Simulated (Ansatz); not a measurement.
**BaF2: the band gap up the ladder of functionals**

One table from this session's results is given with a row withheld; the runs are named, their logs left out.

The runs shown are made with Ansatz 0.2.0. PAW datasets, plane waves. (Simulation; spin polarisation is off.)

## The structure to begin with

The cell was relaxed beforehand with r2SCAN.

The symmetry is Fm-3m (No. 225, cubic); a = 6.194 Å in the conventional setting, 19.81 Å³ an atom. Around Ba lie 8 F at 2.68 Å; around F lie 4 Ba at 2.68 Å.

As a file:

```cif
data_structure
_symmetry_space_group_name_H-M 'Fm-3m'
_symmetry_Int_Tables_number 225
_cell_length_a 6.1943
_cell_length_b 6.1943
_cell_length_c 6.1943
_cell_angle_alpha 90.000
_cell_angle_beta 90.000
_cell_angle_gamma 90.000
_cell_volume 237.67
loop_
_atom_site_label
_atom_site_type_symbol
_atom_site_symmetry_multiplicity
_atom_site_Wyckoff_symbol
_atom_site_fract_x
_atom_site_fract_y
_atom_site_fract_z
_atom_site_occupancy
Ba1 Ba 4 a 0.00000 0.00000 0.00000 1
F1 F 8 c 0.25000 0.75000 0.75000 1
```

Set-up of the first run:

File input.yaml:

```yaml
crystal:
  lattice:
    - [0.0, 3.0971612419, 3.0971612419]
    - [3.0971612419, 0.0, 3.0971612419]
    - [3.0971612419, 3.0971612419, 0.0]
  atoms:
    - { symbol: Ba, position: [0.0, 0.0, 0.0] }
    - { symbol: F, position: [0.25, 0.25, 0.25] }
    - { symbol: F, position: [0.75, 0.75, 0.75] }
kpoints:
  mp_grid: { grid: [8, 8, 8] }
  band_path:
    path:
      - [[0.0, 0.0, 0.0], [0.5, -5.472605937405e-17, 0.5], [0.625, 0.25, 0.625]]
      - [[0.375, 0.375, 0.75], [0.0, 0.0, 0.0], [0.5, 0.5, 0.5], [0.5, 0.25, 0.75], [0.5, -5.472605937405e-17, 0.5]]
    npoints: 10
hamiltonian:
  xc: pbe
scf:
  occupations: { method: fermi_dirac, width: 0.02 }
  n_extra_bands: 4
output:
  forces: true
  stress: true
  eigenvalues: true
  write_density: true
  write_potential: true
  elf: true
  volumetric_format: npy
```

On the command line:

```sh
$ ansatz run input.yaml --threads 2 --pin off --max-ram 4608MiB --backend cpu --events-out ev --progress --plain --runs-dir out
```

Among the steps run: Band structure with PBE; Single point with r2SCAN; HSE06; PBE+SOC; PBE0; LDA; G0W0 on PBE; DDH-PBE0 at the same geometry; HSE06+SOC at the same geometry; Hartree-Fock; LC-ωPBE.

One table of the session follows, with a row left open; its other results are not shown here.

```
                     level  gap (eV)
                       PBE      6.84
                    r2SCAN      7.41
                     HSE06      8.76
                   PBE+SOC      6.83
                      PBE0      9.53
                       LDA      6.46
G0W0@PBE (177 empty bands)         ?
G0W0@PBE (440 empty bands)      9.66
                  DDH-PBE0     11.45
                 HSE06+SOC      8.75
              Hartree-Fock     17.65
                   LC-ωPBE     14.32
```

Estimate the missing values for G0W0@PBE (177 empty bands).

**Answer.** gap (eV): 9.47. In the column «gap (eV)» it lies between HSE06 (8.76) and PBE0 (9.53).

Meshes: PBE 8×8×8, r2SCAN 8×8×8, HSE06 6×6×6, PBE+SOC 8×8×8, PBE0 6×6×6, LDA 8×8×8, DDH-PBE0 6×6×6, HSE06+SOC 4×4×4, Hartree-Fock 6×6×6, LC-ωPBE 6×6×6.

In words: The gap runs from 6.46 eV (LDA) to 17.65 eV (Hartree-Fock). PBE reaches 71 % of the G0W0@PBE value, and r2SCAN 77 %. PBE0 lies 0.77 eV above HSE06, which differs from it by screening the long-range exchange. Hartree-Fock lies above G0W0@PBE by 8.0 eV. G0W0 values are finite-basis, finite-mesh values.

Limits of these values: Warnings in the runs' records: stress scf threshold loose, stress exchange threshold loose.
